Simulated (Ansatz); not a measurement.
C in several cubic structure types, each at its own equilibrium volume.

All numbers below come from PBE, plane waves, PAW datasets (generated soft set 1) in Ansatz.

Settings: cutoff 420 eV; no spin polarisation; Fermi–Dirac smearing of 0.0612 eV; k-meshes 64³ (bcc), 52³ (diamond), 61³ (fcc), 61³ (simple cubic).

(1) Rank the structures by energy per atom, lowest first.
A. simple cubic
B. diamond
C. fcc
D. bcc

(2) Give the equilibrium volume and bulk modulus of each.

Answers

(1) B (0.0 meV/atom), A (2624 meV/atom), D (4223 meV/atom), C (4434 meV/atom).

(2) 
```tsv
structure	V₀ (Å³/atom)	B₀ (GPa)
bcc	6.69	182
diamond	5.70	433
fcc	7.32	150
simple cubic	5.58	329
```

Only these cubic types are compared here; the real ground state can be another structure or magnetic.

Model structures, not the usual forms at ambient conditions (metastable or hypothetical): C (bcc type), C (fcc type), C (simple cubic type).
